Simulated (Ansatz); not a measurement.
**Structures of SnTe: which is lowest?**

Plane-wave DFT in Ansatz with scalar-relativistic PAW potentials, cutoff 420 eV, Γ-centred meshes chosen by cell and gap, Gaussian smearing with energies taken to zero width. Every cell was relaxed (cell and atoms) in a run of its own, within the symmetry of its start. Functional: PBE+D3(BJ).

Relaxed structures (starts from databases or built by putting these elements on another compound's sites):
A. Pm-3m, 2 atoms in the computed cell, a = 3.826 Å; sites (symmetry × multiplicity) Sn m-3m × 1, Te m-3m × 1; start: database
B. Fm-3m, 2 atoms in the computed cell, a = 6.309 Å; sites (symmetry × multiplicity) Sn m-3m × 4, Te m-3m × 4; start: database

Question: Rank them by energy. Could pressure change the order?

Answer:
| structure | group | E − E(lowest) (meV/atom) | V (Å³/atom) | gap on mesh (eV) |
| --- | --- | --- | --- | --- |
| B | Fm-3m | 0.0 | 31.38 | 0.09 |
| A | Pm-3m | 198 | 28.00 | 0.00 |

B is lowest, 198 meV/atom under A. A is denser by 3.38 Å³/atom, so pressure favours it: ΔE/ΔV, with ΔE in eV and 1 eV/Å³ = 160.2 GPa, gives about 9 GPa for equal enthalpy if both cells were rigid, a rough figure since the two compress differently. Other structures may lie lower than all of these, and vibrations aren't counted.

Spin-orbit coupling is left out, which matters for the bands of heavy elements. An atom lies near a switch of its D3 coefficient C6 between reference coordination numbers, so the dispersion energy changes steeply there and can make or shift the minimum.